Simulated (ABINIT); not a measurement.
HfO2:

```
CELL_PARAMETERS angstrom
0.00000 2.55750 2.55750
2.55750 0.00000 2.55750
2.55750 2.55750 0.00000
ATOMIC_POSITIONS crystal
Hf 0.00000 0.00000 0.00000
O 0.75000 0.75000 0.75000
O 0.25000 0.25000 0.25000
```

Measurements of this composition are mostly on another form, of space group No. 14.

Base run:

```yaml
Program: ABINIT 10.8.3 (patched build)
Functional: LDA
Potentials_or_basis: JTH PAW LDA v2.0
Cutoff: 626 eV
k_mesh: 9 × 9 × 9
Occupations: fermi-dirac, width 0.05 eV
Spin: no spin polarisation
```

Its results: band gap on the k mesh 3.63 eV, indirect (least direct gap 3.75 eV); pressure -20.0 GPa.

Q: The run is repeated on the same cell with these changes: k mesh from 9 × 9 × 9 to 7 × 7 × 7. What comes out?

A: Band gap on the k mesh 3.71 eV, indirect (least direct gap 3.88 eV); pressure -20.0 GPa.

Caveats: so large a pressure means that the cell lies far from this level's equilibrium, or that cutoff or potentials fall short; spin-orbit coupling is left out, which moves the levels of the heavy elements; the mesh misses the band edges, which the band path finds closer together (some runs); an odd mesh through Γ misses points on the zone boundary, where band edges often lie (some runs).
